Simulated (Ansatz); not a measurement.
# Si (diamond type): the cost of one run

Method: DFT, PBEsol, PAW with Ansatz's default frozen-core files, scalar-relativistic, in Ansatz 0.2.0.

### 1 Starting point

The structure is cubic, space group Fd-3m (No. 227). Conventional cell: a = 5.435 Å, b = 5.435 Å, c = 5.435 Å, α = 90.00°, β = 90.00°, γ = 90.00°. Si (site symmetry -43m) is surrounded by 4 Si at 2.35 Å.

As a file:

```
CELL_PARAMETERS angstrom
0.00000 2.71754 2.71754
2.71754 0.00000 2.71754
2.71754 2.71754 0.00000
ATOMIC_POSITIONS crystal
Si 0.87500 0.87500 0.87500
Si 0.12500 0.12500 0.12500
```

Atoms are numbered in the order of the input: Si1, Si2.

### 2 Bulk cell relaxed, PAW

Input file input.yaml:

```yaml
crystal:
  lattice:
    - [0.0, 2.7175356139, 2.7175356139]
    - [2.7175356139, 0.0, 2.7175356139]
    - [2.7175356139, 2.7175356139, 0.0]
  atoms:
    - { symbol: Si, position: [-0.125, -0.125, -0.125] }
    - { symbol: Si, position: [0.125, 0.125, 0.125] }
kpoints:
  mp_grid: { grid: [11, 11, 11] }
scf:
  occupations: { method: fermi_dirac, width: 0.02 }
hamiltonian:
  xc: pbesol
  pseudopotentials: { kind: paw }
output:
  forces: true
  stress: true
relax:
  f_tol: 0.005
  max_steps: 40
  cell: {}
```

Launch:

```console
ansatz run input.yaml --threads 2 --pin off --max-ram 4096MiB --backend cpu --events-out ev --progress --plain --runs-dir out
```

Q: Estimate wall time and peak memory on 2 threads of Intel Xeon 6975P-C (Granite Rapids), shared host.

About 1.2 s, with a peak of 0.36 GiB.
